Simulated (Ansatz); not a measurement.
Runs of Ansatz 0.2.0 on CsSnBr3. Symmetry: Pm-3m, No. 221, cubic system. Conventional cell: a = 5.839 Å, b = 5.839 Å, c = 5.839 Å, α = 90.00°, β = 90.00°, γ = 90.00°. Around Cs (site symmetry m-3m) lie 12 Br at 4.13 Å. Sn (site symmetry m-3m) is surrounded by 6 Br at 2.92 Å. Br (site symmetry 4/mmm) is surrounded by 2 Sn at 2.92 Å. The cell is a database's computed one.

| task | level | cell | cutoff (eV) | points for each segment of the path | gap on the mesh (eV) | pressure (GPa) | relaxed volume (Å³/atom) |
| --- | --- | --- | --- | --- | --- | --- | --- |
| band structure | r2SCAN | as given | 500 | 14 | - | -0.2 | - |
| band structure | LDA | as given | 420 | 14 | - | -2.0 | - |
| band structure | PBE | as given | 420 | 14 | - | 0.5 | - |
| band structure | PBEsol | as given | 420 | 14 | - | -0.9 | - |
| relaxation of cell and atoms | PBE | relaxed | 420 | - | (b) | 0.0 | (a) |
| relaxation of cell and atoms | LDA | relaxed | 420 | - | 1.69 | 0.0 | 36.18 |

Alike in all rows: potentials or basis Ansatz PAW; no spin polarisation; k mesh 5 × 5 × 5; smearing fermi-dirac 0.05 eV.

Q: Estimate the missing entries.

A: (a) 40.79; (b) 1.92.

Caveats: spin-orbit coupling is left out, which moves the levels of the heavy elements; the PAW data sets come from PBE, with cores solved anew for the run's functional, which leaves a small shift of forces and pressure (some runs); odd divisions of the mesh miss points on the zone boundary, where band edges often lie, so the gap on the mesh can be too wide (some runs); the plane-wave basis is chosen anew once the cell has moved, so the energies of steps on either side of that aren't comparable (some runs).

A k mesh can miss the band edges, and the runs leave out spin-orbit coupling on Br, Cs, Sn.
